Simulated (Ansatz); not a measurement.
# Eu (sc type): a relaxation

Wanted: a converged relaxation for Eu (sc type), and a check of what comes out.

Computed with Ansatz 0.2.0 (DFT, PBE, PAW with Ansatz's default frozen-core files, scalar-relativistic, unless a step's input says otherwise).

2 further runs of the same task are left out: 2 that didn't finish. Runs told in other sessions of the task aren't counted.

## (1) The system as given

Symmetry: Pm-3m, No. 221, cubic system. Conventional cell: a = 3.573 Å, b = 3.573 Å, c = 3.573 Å, α = 90.00°, β = 90.00°, γ = 90.00°. Eu (site symmetry m-3m) has 6 Eu at 3.57 Å in its first shell of neighbours.

As a file:

```cif
data_structure
_symmetry_space_group_name_H-M 'P 1'
_symmetry_Int_Tables_number 1
_cell_length_a 3.5732
_cell_length_b 3.5732
_cell_length_c 3.5732
_cell_angle_alpha 90.000
_cell_angle_beta 90.000
_cell_angle_gamma 90.000
_cell_volume 45.62
loop_
_atom_site_label
_atom_site_type_symbol
_atom_site_fract_x
_atom_site_fract_y
_atom_site_fract_z
_atom_site_occupancy
Eu1 Eu 0.00000 0.00000 0.00000 1
```

## (2) The run

Contents of input.yaml:

```yaml
crystal:
  lattice:
    - [3.5731897204, 0.0, 0.0]
    - [0.0, 3.5731897204, 0.0]
    - [0.0, 0.0, 3.5731897204]
  atoms:
    - { symbol: Eu, position: [0.0, 0.0, 0.0], spin: 7.0 }
magnetization:
  spin_polarized: true
  initial_magnetization: 7
kpoints:
  mp_grid: { grid: [11, 11, 11] }
scf:
  occupations: { method: fermi_dirac, width: 0.1 }
  max_iter: 80
hamiltonian:
  xc: pbe
  pseudopotentials: { kind: paw }
output:
  forces: true
  stress: true
relax:
  f_tol: 0.005
  max_steps: 40
  cell: {}
```

Started as:

```bash
> ansatz run input.yaml --threads 1 --pin off --max-ram 3072MiB --backend cpu --events-out ev --progress --plain --runs-dir out
```

What happens when this is run?

The run converged and reported no error. That alone doesn't make the input a sound one.

In the input, magnetization.initial_magnetization is 7. A typed moment is only a start; here the run ends at the energy of the run without it (within 1 meV an atom), so the result stands.

No remedy is needed.
